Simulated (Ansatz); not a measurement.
# SnS2: the cost of one run

Method: DFT PBE+D3(BJ), scalar-relativistic, plane waves, PAW, in Ansatz 0.2.0.

20 further runs of the same task are left out: 20 set aside as unsound or not needed.

## 1. The system as given

The structure is trigonal, space group P-3m1 (No. 164). Conventional cell: a = 3.598 Å, b = 3.598 Å, c = 5.494 Å, α = 90.00°, β = 90.00°, γ = 120.00°. Sn (site symmetry -3m) has 6 S at 2.53 Å as nearest neighbours. S (site symmetry 3m) has 3 Sn at 2.53 Å as nearest neighbours.

Structure file:

```cif
data_structure
_symmetry_space_group_name_H-M 'P-3m1'
_symmetry_Int_Tables_number 164
_cell_length_a 3.5983
_cell_length_b 3.5983
_cell_length_c 5.4940
_cell_angle_alpha 90.000
_cell_angle_beta 90.000
_cell_angle_gamma 120.000
_cell_volume 61.60
loop_
_atom_site_label
_atom_site_type_symbol
_atom_site_symmetry_multiplicity
_atom_site_Wyckoff_symbol
_atom_site_fract_x
_atom_site_fract_y
_atom_site_fract_z
_atom_site_occupancy
Sn1 Sn 1 a 0.00000 0.00000 0.00000 1
S1 S 2 d 0.66667 0.33333 0.26390 1
```

Source of the structure: the Crystallography Open Database.

## 8. Plan of the scan

Atoms count from 1 in the order of the input.

The upper layer of a bilayer is slid along a line and lifted, both layers rigid.

- slide of the upper layer along the long diagonal of the hexagonal surface cell, from S4 above S3: 9 values from 0.00 to 5.64 Å, periodic
- distance between the facing planes of atoms: 6 values from 2.94 to 4.74 Å

Nothing else is relaxed. Energies count from the two layers apart. Points are written as (first, second).

(The set-up runs are not shown.)

## 9. The run at (0.00 Å, 2.94 Å)

Input file input.yaml:

```yaml
crystal:
  lattice:
    - [3.664784529, 0.0, 0.0]
    - [-1.8323922645, 3.1737965015, 0.0]
    - [0.0, 0.0, 23.4366472095]
  atoms:
    - { symbol: S, position: [0.3333333333, 0.6666666667, 0.1920069863] }
    - { symbol: Sn, position: [0.0, 0.0, 0.2553335274] }
    - { symbol: S, position: [0.6666666667, 0.3333333333, 0.3186600685] }
    - { symbol: S, position: [0.6666666667, 0.3333333333, 0.4441046329] }
    - { symbol: Sn, position: [0.3333333333, -0.3333333333, 0.507431174] }
    - { symbol: S, position: [1.0, 0.0, 0.570757715] }
basis:
  ecutwfc: 420
kpoints:
  mp_grid: { grid: [9, 9, 1] }
hamiltonian:
  xc: pbe
  dispersion: d3bj
scf:
  occupations: { method: gaussian, width: 0.05 }
output:
  forces: true
  eigenvalues: true
efield:
  axis: 3
  dipole_correction: true
  ramp_width: 0.04
```

Launch:

```console
$ ansatz run input.yaml --threads 1 --pin off --max-ram 3072MiB --backend cpu --events-out ev --progress --plain --runs-dir out
```

Q: Estimate wall time and peak memory on 1 thread of Arm Neoverse V2, shared host.

About 10 s, with a peak of 0.42 GiB.
